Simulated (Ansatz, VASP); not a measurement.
# BAs: VASP beside Ansatz, part 2 of 2

One calculation is typed for both programs; each brings its own data sets. How far apart do they land? The cell is taken from a series of runs on this material, whose earlier steps may have relaxed, scaled, displaced or heated it; both programs get it as it stands.

VASP 6.6.1 and Ansatz 0.2.0.

So far: The starting structure; Ansatz: zone-centre phonons, LDA.

## (3) VASP: zone-centre phonons, LDA

Level of this step: LDA; plane waves and PAW (B, As) (VASP).

The same cell, functional (in two slightly different forms) and mesh now go to VASP, with its own data sets.

Lines of VASP's logs that name or quote its potential files are left out, and so is its time.

INCAR reads:

```
SYSTEM = BAs
PREC = Accurate
ENCUT = 500
EDIFF = 1E-08
NELM = 120
ISMEAR = 0
SIGMA = 0.01
LREAL = .FALSE.
ALGO = Normal
GGA = CA
NBANDS = 10
LORBIT = 11
LWAVE = .FALSE.
LCHARG = .FALSE.
ISIF = 2
IBRION = 8
LEPSILON = .TRUE.
LASPH = .TRUE.
GGA_COMPAT = .FALSE.
EFERMI = MIDGAP
KPAR = 2
```

POSCAR reads:

```
BAs
1.0
    0.0000000000      2.3185143251      2.3904678870
    2.3185143251      0.0000000000      2.3904678870
    2.3185143251      2.3185143251      0.0000000000
B As
1 1
Direct
    0.0000000000      0.0000000000      0.0000000000
    0.7500000000      0.7500000000      0.7500000000
```

KPOINTS reads:

```
Automatic mesh
0
Gamma
12 12 12
0 0 0
```

PAW data sets: B and As (LDA family, release 64).

Started as:

```console
$ mpirun -np 2 vasp_std
```

Numbers of over 12 decimals in the logs are rounded to 6 here.

The log of the run:

```text
[banner, memory and clock lines left out]
running    2 mpi-ranks, on    1 nodes
 distrk:  each k-point on    1 cores,    2 groups
 distr:  one band on    1 cores,    1 groups

 POSCAR found type information on POSCAR B As
 POSCAR found :  2 types and       2 ions
 LDA part: xc-table for (Slater(with rela. corr.)+CA(PZ))
 , standard interpolation
 POSCAR, INCAR and KPOINTS ok, starting setup
 FFT: planning ... GRIDC
 FFT: planning ... GRID_SOFT
 FFT: planning ... GRID
 WAVECAR not read
 entering main loop
       N       E                     dE             d eps       ncg     rms          rms(c)
DAV:   1     0.107459312939E+02    0.10746E+02   -0.37897E+03  3268   0.686E+02
DAV:   2    -0.130986152974E+02   -0.23845E+02   -0.22900E+02  4590   0.108E+02
DAV:   3    -0.137482953780E+02   -0.64968E+00   -0.64860E+00  3896   0.174E+01
DAV:   4    -0.137500588763E+02   -0.17635E-02   -0.17634E-02  3938   0.101E+00
DAV:   5    -0.137500616337E+02   -0.27574E-05   -0.27574E-05  3800   0.397E-02    0.546E+00
DAV:   6    -0.130079741265E+02    0.74209E+00   -0.19567E+00  3490   0.625E+00    0.258E+00
DAV:   7    -0.129120386749E+02    0.95935E-01   -0.24513E-01  3950   0.264E+00    0.923E-01
DAV:   8    -0.128980105400E+02    0.14028E-01   -0.26083E-02  3548   0.910E-01    0.108E-01
DAV:   9    -0.128980360383E+02   -0.25498E-04   -0.72928E-04  3776   0.184E-01    0.621E-02
DAV:  10    -0.128980410308E+02   -0.49925E-05   -0.85362E-05  3492   0.552E-02    0.149E-02
DAV:  11    -0.128980423657E+02   -0.13349E-05   -0.16670E-06  3916   0.949E-03    0.140E-02
DAV:  12    -0.128980421996E+02    0.16604E-06   -0.74789E-07  3580   0.387E-03    0.301E-03
DAV:  13    -0.128980422032E+02   -0.35557E-08   -0.27105E-08  3762   0.122E-03
   1 F= -.12898042E+02 E0= -.12898042E+02  d E =0.000000E+00
 Linear response reoptimize wavefunctions to high precision
DAV:   1    -0.128980422031E+02    0.12409E-09   -0.58031E-09  3588   0.354E-04
DAV:   2    -0.128980422031E+02   -0.88676E-11   -0.11934E-10  2042   0.932E-05
 Linear response G [H, r] |phi>, progress :
  Direction:   1
       N       E                     dE             d eps       ncg     rms
RMM:   1    -0.442073412008E+02   -0.44207E+02   -0.33442E+01  8247   0.452E+01
RMM:   2    -0.347956762821E+02    0.94117E+01   -0.26423E+00  5386   0.107E+01
RMM:   3    -0.348018385646E+02   -0.61623E-02   -0.73551E-03  5660   0.857E-01
RMM:   4    -0.348031609348E+02   -0.13224E-02    0.11890E-03  5820   0.899E-02
RMM:   5    -0.348032897146E+02   -0.12878E-03    0.11537E-04  5816   0.102E-02
RMM:   6    -0.348033004199E+02   -0.10705E-04    0.12024E-05  5822   0.155E-03
RMM:   7    -0.348033014872E+02   -0.10674E-05    0.16262E-06  5254   0.447E-04
RMM:   8    -0.348033015969E+02   -0.10966E-06    0.18982E-07  4816   0.321E-04
RMM:   9    -0.348033016165E+02   -0.19577E-07   -0.48464E-06  4370   0.310E-04
RMM:  10    -0.348033013756E+02    0.24089E-06   -0.24613E-05  3958   0.311E-04
RMM:  11    -0.348033005645E+02    0.81105E-06   -0.61171E-05  3519   0.311E-04
 Linear response G [H, r] |phi>, progress :
  Direction:   2
       N       E                     dE             d eps       ncg     rms
RMM:   1    -0.350276104376E+02   -0.35028E+02    0.19771E+01  8108   0.426E+01
RMM:   2    -0.299467875510E+02    0.50808E+01   -0.18487E+00  5351   0.927E+00
RMM:   3    -0.299571312084E+02   -0.10344E-01   -0.55530E-03  5709   0.745E-01
RMM:   4    -0.299582308066E+02   -0.10996E-02    0.96829E-04  5864   0.787E-02
RMM:   5    -0.299583370677E+02   -0.10626E-03    0.89990E-05  5842   0.924E-03
RMM:   6    -0.299583455463E+02   -0.84786E-05    0.88383E-06  5812   0.140E-03
RMM:   7    -0.299583464427E+02   -0.89639E-06    0.60744E-07  5191   0.408E-04
RMM:   8    -0.299583464711E+02   -0.28389E-07   -0.57862E-07  4859   0.291E-04
RMM:   9    -0.299583464704E+02    0.67012E-09    0.54655E-08  4501   0.281E-04
 Linear response G [H, r] |phi>, progress :
  Direction:   3
       N       E                     dE             d eps       ncg     rms
RMM:   1    -0.393625520197E+02   -0.39363E+02   -0.11957E+01  8070   0.434E+01
RMM:   2    -0.323744845079E+02    0.69881E+01   -0.22361E+00  5310   0.966E+00
RMM:   3    -0.323715552138E+02    0.29293E-02   -0.19448E-02  5602   0.778E-01
RMM:   4    -0.323714958131E+02    0.59401E-04   -0.14902E-04  5764   0.809E-02
RMM:   5    -0.323714992602E+02   -0.34471E-05   -0.27708E-07  5755   0.932E-03
RMM:   6    -0.323714995098E+02   -0.24953E-06    0.60762E-07  5737   0.137E-03
RMM:   7    -0.323714994717E+02    0.38094E-07    0.13895E-06  5090   0.368E-04
RMM:   8    -0.323714992955E+02    0.17621E-06    0.34339E-06  4676   0.253E-04
RMM:   9    -0.323714983219E+02    0.97352E-06    0.92015E-06  4312   0.244E-04
RMM:  10    -0.323714944463E+02    0.38756E-05    0.41838E-05  3863   0.244E-04
RMM:  11    -0.323714820556E+02    0.12391E-04    0.15592E-04  3404   0.244E-04
 Linear response to external field (no local field effect), progress :
  Direction:   1
[...]
RMM:   2    -0.519971823164E+00   -0.10468E-01   -0.48974E-03  5412   0.357E-01
RMM:   3    -0.519992519399E+00   -0.20696E-04   -0.26516E-05  5598   0.228E-02
RMM:   4    -0.519992700689E+00   -0.18129E-06   -0.17890E-07  5634   0.190E-03
RMM:   5    -0.519992701495E+00   -0.80543E-09   -0.23074E-09  5078   0.185E-04
[...]
RMM:  10    -0.632242167400E+00   -0.69316E-07   -0.48128E-10  9576   0.253E-05    0.368E-06
 change of polarisation eV/A/(eV/A) component  2 :     0.228     1.192     0.019
 dielectric tensor                  component  2 :     1.603     9.391     0.131
 Linear response to external field, progress :
  Direction:   3
       N       E                     dE             d eps       ncg     rms          rms(c)
RMM:   1    -0.651066629867E+00   -0.65107E+00   -0.29699E+00 12637   0.295E+00
RMM:   2    -0.664498736370E+00   -0.13432E-01   -0.68127E-03  9182   0.393E-01    0.123E+00
RMM:   3    -0.649322520666E+00    0.15176E-01   -0.60898E-03  9430   0.453E-01    0.704E-01
RMM:   4    -0.668972378245E+00   -0.19650E-01   -0.79158E-03  9246   0.532E-01    0.714E-02
RMM:   5    -0.671983748895E+00   -0.30114E-02   -0.12418E-04  9535   0.711E-02    0.791E-03
RMM:   6    -0.672086065815E+00   -0.10232E-03   -0.68405E-07  9702   0.612E-03    0.430E-03
RMM:   7    -0.672135360936E+00   -0.49295E-04   -0.12609E-07  9777   0.267E-03    0.275E-04
RMM:   8    -0.672142542449E+00   -0.71815E-05    0.14446E-10  9092   0.172E-04    0.961E-05
RMM:   9    -0.672140228628E+00    0.23138E-05    0.11829E-09  8741   0.866E-05    0.172E-05
RMM:  10    -0.672140288539E+00   -0.59911E-07    0.10361E-10  5253   0.198E-05    0.474E-06
 change of polarisation eV/A/(eV/A) component  3 :     0.444     0.096     1.267
 dielectric tensor                  component  3 :     3.129     0.677     9.921
 Linear response DOF=           4
 Linear response progress:
  Degree of freedom:   1/  4
       N       E                     dE             d eps       ncg     rms          rms(c)
RMM:   1    -0.449966040709E-01   -0.44997E-01   -0.31121E-03 22936   0.109E+00
RMM:   2    -0.417510968651E-01    0.32455E-02   -0.11068E-03 14983   0.216E-01    0.107E-01
RMM:   3    -0.417788500134E-01   -0.27753E-04   -0.16401E-04 15816   0.736E-02    0.556E-02
RMM:   4    -0.420906338802E-01   -0.31178E-03   -0.14632E-04 15449   0.681E-02    0.759E-03
RMM:   5    -0.420723746426E-01    0.18259E-04   -0.73650E-07 16524   0.718E-03    0.774E-04
RMM:   6    -0.420704721173E-01    0.19025E-05    0.25132E-09 16366   0.577E-04    0.277E-04
RMM:   7    -0.420696600246E-01    0.81209E-06    0.71309E-09 16792   0.270E-04    0.502E-05
RMM:   8    -0.420697386382E-01   -0.78614E-07    0.93899E-09 17092   0.431E-05    0.146E-05
RMM:   9    -0.420696969839E-01    0.41654E-07    0.10248E-08 17401   0.230E-05    0.160E-06
RMM:  10    -0.420696976720E-01   -0.68804E-09    0.10547E-08 15439   0.140E-05    0.425E-07
 first order change of Fermi-energy   0.20060E-04
 force on displaced ion       1 direction 1 : -18.294   0.000  -0.000
 Born effective charge ion    1 direction 1 :  -0.681   0.000   0.000
 Linear response progress:
  Degree of freedom:   2/  4
       N       E                     dE             d eps       ncg     rms          rms(c)
RMM:   1    -0.446767793978E-01   -0.44677E-01    0.23693E-03 13239   0.110E+00
RMM:   2    -0.418205236285E-01    0.28563E-02   -0.10796E-03  8809   0.217E-01    0.110E-01
RMM:   3    -0.418424049946E-01   -0.21881E-04   -0.17442E-04  9127   0.766E-02    0.571E-02
RMM:   4    -0.421634349359E-01   -0.32103E-03   -0.16067E-04  8998   0.711E-02    0.746E-03
RMM:   5    -0.421425859150E-01    0.20849E-04   -0.77209E-07  9538   0.720E-03    0.735E-04
RMM:   6    -0.421409483262E-01    0.16376E-05   -0.42475E-09  9509   0.544E-04    0.286E-04
RMM:   7    -0.421403709513E-01    0.57737E-06    0.15244E-09  9724   0.208E-04    0.468E-05
RMM:   8    -0.421404626714E-01   -0.91720E-07    0.18921E-09  9885   0.390E-05    0.138E-05
RMM:   9    -0.421404341731E-01    0.28498E-07    0.10421E-09 10155   0.239E-05    0.157E-06
RMM:  10    -0.421404352997E-01   -0.11266E-08   -0.65435E-10  9193   0.142E-05    0.695E-07
 first order change of Fermi-energy   0.36766E+01
 force on displaced ion       1 direction 3 :   0.000   0.000 -18.331
 Born effective charge ion    1 direction 3 :   0.000   0.000  -0.643
 Linear response progress:
  Degree of freedom:   3/  4
       N       E                     dE             d eps       ncg     rms          rms(c)
RMM:   1    -0.400417241659E-01   -0.40042E-01    0.24529E-02 23254   0.114E+00
RMM:   2    -0.374769943378E-01    0.25647E-02   -0.90426E-04 15246   0.214E-01    0.979E-02
RMM:   3    -0.373742408023E-01    0.10275E-03   -0.14973E-05 16315   0.263E-02    0.573E-02
RMM:   4    -0.374169783587E-01   -0.42738E-04   -0.18556E-05 16040   0.297E-02    0.316E-03
RMM:   5    -0.374111067272E-01    0.58716E-05   -0.65261E-08 16833   0.238E-03    0.864E-04
RMM:   6    -0.374074861363E-01    0.36206E-05    0.31645E-08 16769   0.432E-04    0.126E-04
RMM:   7    -0.374071171254E-01    0.36901E-06    0.31728E-08 17257   0.614E-05    0.550E-05
RMM:   8    -0.374070745272E-01    0.42598E-07    0.31714E-08 16457   0.306E-05    0.928E-06
RMM:   9    -0.374071065806E-01   -0.32053E-07    0.33973E-08 16716   0.187E-05    0.822E-07
RMM:  10    -0.374071117065E-01   -0.51259E-08    0.31368E-08 12823   0.156E-05    0.244E-07
 first order change of Fermi-energy  -0.88188E-05
 force on displaced ion       2 direction 1 : -18.292  -0.000   0.000
 Born effective charge ion    2 direction 1 :   0.676   0.000   0.000
 Linear response progress:
  Degree of freedom:   4/  4
       N       E                     dE             d eps       ncg     rms          rms(c)
RMM:   1    -0.399968194563E-01   -0.39997E-01    0.29578E-02 13279   0.115E+00
RMM:   2    -0.377171593931E-01    0.22797E-02   -0.85843E-04  8874   0.214E-01    0.102E-01
RMM:   3    -0.376272528267E-01    0.89907E-04   -0.23464E-06  9485   0.269E-02    0.594E-02
RMM:   4    -0.376920277447E-01   -0.64775E-04   -0.15911E-05  9311   0.302E-02    0.330E-03
RMM:   5    -0.376829761070E-01    0.90516E-05    0.35789E-07  9857   0.254E-03    0.899E-04
RMM:   6    -0.376789622770E-01    0.40138E-05    0.76631E-08  9754   0.407E-04    0.127E-04
RMM:   7    -0.376785157349E-01    0.44654E-06    0.16185E-08 10003   0.125E-04    0.369E-05
RMM:   8    -0.376785656131E-01   -0.49878E-07    0.11155E-08 10254   0.260E-05    0.145E-05
RMM:   9    -0.376785702877E-01   -0.46746E-08    0.15684E-08  9915   0.178E-05    0.106E-06
 first order change of Fermi-energy  -0.36761E+01
 force on displaced ion       2 direction 3 :  -0.000  -0.000 -18.332
 Born effective charge ion    2 direction 3 :   0.000   0.000   0.639
 Born effective charges drift removed
 Linear response finished
```

Parts of OUTCAR (step 3):

```text
ion  position               nearest neighbor table
   1  0.000  0.000  0.000-   2 2.03   2 2.03   2 2.03   2 2.03
   2  0.750  0.750  0.750-   1 2.03   1 2.03   1 2.03   1 2.03

  LATTYP: Found a body centered tetragonal cell.
 ALAT       =     3.2788744031
 C/A-ratio  =     1.4581027469

 Subroutine GETGRP returns: Found  8 space group operations
 (whereof  8 operations were pure point group operations)

The static configuration has the point symmetry D_2d.

 Found    163 irreducible k-points:

   k-points           NKPTS =    163   k-points in BZ     NKDIM =    163   number of bands    NBANDS=     10

   dimension x,y,z NGX =    24 NGY =   24 NGZ =   24
   dimension x,y,z NGXF=    48 NGYF=   48 NGZF=   48

   ENCUT  =  500.0 eV  36.75 Ry    6.06 a.u.   6.07  6.07  5.98*2*pi/ulx,y,z

   NELECT =       8.0000    total number of electrons

 k-points in reciprocal lattice and weights: Automatic mesh
   0.00000000  0.00000000  0.00000000       0.001
   0.08333333 -0.00000000  0.00000000       0.005
   0.16666667  0.00000000  0.00000000       0.005
   0.25000000  0.00000000  0.00000000       0.005
   0.33333333  0.00000000  0.00000000       0.005
   0.41666667 -0.00000000  0.00000000       0.005
   0.50000000  0.00000000  0.00000000       0.002
   0.08333333  0.08333333  0.00000000       0.001
   0.16666667  0.08333333  0.00000000       0.005
[...]
-0.33333333  0.16666667  0.50000000       0.002
  -0.25000000  0.25000000  0.50000000       0.001

 average (electrostatic) potential at core
       1 -31.1982       2 -51.3755

  Total        1.3100993      1.3100993      0.1898685      0.0000000      0.0000000      0.0000000
  in kB       81.6737150     81.6737150     11.8367123      0.0000000      0.0000000      0.0000000
  external PRESSURE =      58.3947141 kB  Pullay stress =       0.0000000 kB

  energy-cutoff  :      500.00
  volume of cell :       25.70
      direct lattice vectors                 reciprocal lattice vectors
     0.000000000  2.318514325  2.390467887    -0.215655342  0.215655342  0.209164073
     2.318514325  0.000000000  2.390467887     0.215655342 -0.215655342  0.209164073
     2.318514325  2.318514325  0.000000000     0.215655342  0.215655342 -0.209164073

 POSITION                                       TOTAL-FORCE (eV/Angst)
 -----------------------------------------------------------------------------------
      0.00000      0.00000      0.00000         0.000000     -0.000000      0.000000
      3.47777      3.47777      3.58570        -0.000000      0.000000     -0.000000
 -----------------------------------------------------------------------------------
    total drift:                               -0.000000     -0.000000     -0.000000

 MACROSCOPIC STATIC DIELECTRIC TENSOR (including local field effects in DFT)
 ------------------------------------------------------
           9.390976     0.000000     0.000000
           0.000000     9.390976     0.000000
           0.000000     0.000000     9.921230
 ------------------------------------------------------

 PIEZOELECTRIC TENSOR (including local field effects)  for field in x, y, z        (C/m^2)
          XX          YY          ZZ          XY          YZ          ZX
  --------------------------------------------------------------------------------
  x     0.00000     0.00000     0.00000     0.00000    -0.17761     0.00000
  y     0.00000     0.00000     0.00000     0.00000     0.00000    -0.17761
  z     0.00000     0.00000     0.00000    -0.13317     0.00000     0.00000

 BORN EFFECTIVE CHARGES (including local field effects) (in |e|, cummulative output)
 ---------------------------------------------------------------------------------
 ion    1
    1    -0.67744     0.00000     0.00000
    2     0.00000    -0.67744    -0.00000
    3     0.00000     0.00000    -0.64114
 ion    2
    1     0.67744     0.00000     0.00000
    2     0.00000     0.67744     0.00000
    3     0.00000     0.00000     0.64114

 Eigenvectors and eigenvalues of the dynamical matrix
 ----------------------------------------------------

   1 f  =   21.776186 THz   136.823814 2PiTHz  726.375389 cm-1    90.059030 meV
             X         Y         Z           dx          dy          dz
      0.000000  0.000000  0.000000     0.000000    0.000000   -0.934822
      3.477771  3.477771  3.585702     0.000000    0.000000    0.355116

   2 f  =   21.753833 THz   136.683366 2PiTHz  725.629772 cm-1    89.966585 meV
             X         Y         Z           dx          dy          dz
      0.000000  0.000000  0.000000     0.000000   -0.934832   -0.000000
      3.477771  3.477771  3.585702     0.000000    0.355089    0.000000

   3 f  =   21.753833 THz   136.683366 2PiTHz  725.629772 cm-1    89.966585 meV
             X         Y         Z           dx          dy          dz
      0.000000  0.000000  0.000000    -0.934832    0.000000    0.000000
      3.477771  3.477771  3.585702     0.355089    0.000000    0.000000

   4 f/i=    0.000216 THz     0.001354 2PiTHz    0.007189 cm-1     0.000891 meV
             X         Y         Z           dx          dy          dz
      0.000000  0.000000  0.000000     0.000000   -0.000000    0.355116
      3.477771  3.477771  3.585702     0.000000   -0.000000    0.934822

   5 f/i=    0.000408 THz     0.002563 2PiTHz    0.013605 cm-1     0.001687 meV
             X         Y         Z           dx          dy          dz
      0.000000  0.000000  0.000000    -0.355089    0.000000    0.000000
      3.477771  3.477771  3.585702    -0.934832    0.000000    0.000000

   6 f/i=    0.000408 THz     0.002563 2PiTHz    0.013605 cm-1     0.001687 meV
             X         Y         Z           dx          dy          dz
      0.000000  0.000000  0.000000     0.000000   -0.355089   -0.000000
      3.477771  3.477771  3.585702     0.000000   -0.934832   -0.000000

 MACROSCOPIC STATIC DIELECTRIC TENSOR IONIC CONTRIBUTION
 ------------------------------------------------------
           0.176642     0.000000     0.000000
           0.000000     0.176642     0.000000
           0.000000     0.000000     0.157882
 ------------------------------------------------------

 ELASTIC MODULI CONTR FROM IONIC RELAXATION (kBar)
 Direction    XX          YY          ZZ          XY          YZ          ZX
 --------------------------------------------------------------------------------
 XX           0.0000      0.0000      0.0000      0.0000      0.0000      0.0000
 YY           0.0000      0.0000      0.0000      0.0000      0.0000      0.0000
 ZZ           0.0000      0.0000      0.0000      0.0000      0.0000      0.0000
 XY           0.0000      0.0000      0.0000   -273.0681      0.0000      0.0000
 YZ           0.0000      0.0000      0.0000      0.0000   -290.9269      0.0000
 ZX           0.0000      0.0000      0.0000      0.0000      0.0000   -284.0663
 --------------------------------------------------------------------------------

 PIEZOELECTRIC TENSOR IONIC CONTR  for field in x, y, z        (C/m^2)
          XX          YY          ZZ          XY          YZ          ZX
  --------------------------------------------------------------------------------
  x     0.00000     0.00000     0.00000     0.00000     0.21331     0.00000
  y     0.00000     0.00000     0.00000     0.00000     0.00000     0.21078
  z     0.00000     0.00000     0.00000     0.19538     0.00000     0.00000
```

## (4) Differences

Known differences besides the potentials themselves: the two LDA forms differ slightly; fixed occupations in Ansatz, narrow Gaussian smearing in VASP; VASP's response is taken on the typed mesh, Ansatz refines its own for the field response alone; the data sets hold 18 valence electrons in Ansatz (on its PAW soft_1 files) and 8 in VASP; the cutoff is 420 eV in Ansatz and 500 eV in VASP; VASP's log shows a relativistic correction to its local exchange, Ansatz's none. Total energies have different zeros and are not compared.

The two programs side by side:

| quantity | Ansatz | VASP | difference |
| --- | --- | --- | --- |
| ε∞ xx | 9.40 | 9.39 | +0.10 % |
| ε∞ yy | 9.40 | 9.39 | +0.10 % |
| ε∞ zz | 9.94 | 9.92 | +0.14 % |
| Born charge of B1 (mean of the diagonal) (e) | -0.62 | -0.67 | +0.04 |
| Born charge of As2 (mean of the diagonal) (e) | 0.62 | 0.67 | -0.04 |
| optical mode 1 to 2 (cm⁻¹) | 720.5 | 725.6 | -0.70 % |
| optical mode 3 (cm⁻¹) | 720.8 | 726.4 | -0.77 % |

Modes are paired by rising frequency, not by their patterns, so a pair may set unlike modes beside each other; they are those without the splitting of longitudinal modes.

## (5) What came out

```yaml
r_m_s_difference_of_the_optical_zone_centre_modes_each_program_s_sorted_by_frequency_zone_centre_phonons_lda: 5.3 cm⁻¹
difference_in_optical_mode_3_zone_centre_phonons_lda: -0.8 %
```

**Reading.** The r.m.s. difference of the optical zone-centre modes, each program's sorted by frequency is 5.3 cm⁻¹ (zone-centre phonons, LDA). The data sets hold unlike numbers of valence electrons (18 in Ansatz and 8 in VASP), so part of the differences comes from the potentials. Among the rows given in per cent, the largest difference of the zone-centre phonons, LDA pair is in optical mode 3, -0.8 %. Such differences can come from data sets, numerical settings and the points named under the comparisons, not from the functional's error against experiment.

[Lines on the potential files, build, host, timing and source positions are cut from VASP's logs without a mark.]

[Logs are printed without paths, hosts, clocks, repeated set-up lines and the standing remarks that a program may print on its own settings, such as how far it seeks lower states.]

[Hosts, paths, dates, database ids (printed as entryN), source tags and the programs' standing remarks are cut or masked in the printed files.]
